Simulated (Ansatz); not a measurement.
An added Li started as a split pair with a F atom in rocksalt LiF, 65 atoms, charge 0

All numbers come from Ansatz (PAW, plane waves, no spin–orbit coupling) at the single k point (¼, ¼, ¼) without its symmetry partners. The atoms were relaxed with PBEsol in a fixed cell; other functionals are single points on those atoms unless said otherwise. The valence top and gap of the host come from its small cell on a dense mesh, with the band extrema sought between the mesh points, lined up by the mean potential, PBEsol gap 9.05 eV, HSE06 gap 11.54 eV.

Cell: a = 8.015 Å, b = 8.015 Å, c = 8.015 Å, α = 90.00°, β = 90.00°, γ = 90.00°.

Nearest atoms after relaxation, from the placed atom (for vacancies from the middle of the vacant sites): F at 1.81 Å, F at 1.81 Å, F at 1.84 Å, F at 1.84 Å, Li at 2.17 Å, Li at 2.17 Å, Li at 2.20 Å, Li at 2.20 Å.

Chemical potentials μ are those of reference phases of the elements at zero temperature by the same functional (the usual solids, diamond for C, grey Sn, and the molecules H2, N2, O2, F2, Cl2, Br2 and S8).

| functional | E(defect) − E(host) − Σ nμ + q·E_VBM (eV) | monopole (eV) | alignment (eV) | formation energy at E_F = VBM (eV) | moment (μB) | wall time, shared host |
| --- | --- | --- | --- | --- | --- | --- |
| PBEsol | 4.60 | 0.00 | 0.00 | 4.60 | 1.0 | 86 s on 7 threads of Neoverse-V2 (relaxation) |
| HSE06 | 4.80 | 0.00 | 0.00 | 4.80 | 1.0 | 3.1 min on 7 threads of Neoverse-V2 |

HSE06 one-electron levels near the gap (the ten most localised at most), from the host's valence top:

| level (eV) | spin | filling | atoms sharing it | element of the atom with most weight |
| --- | --- | --- | --- | --- |
| 9.35 | up | 1.00 | 9.6 | Li |
| 11.73 | down | 0.00 | 18.2 | Li |

All elements are taken at their own reference at once; growth conditions in equilibrium with the host shift these energies, by up to the host's formation enthalpy.

One k point and a cell of this size can leave errors of several tenths of an eV in such numbers.
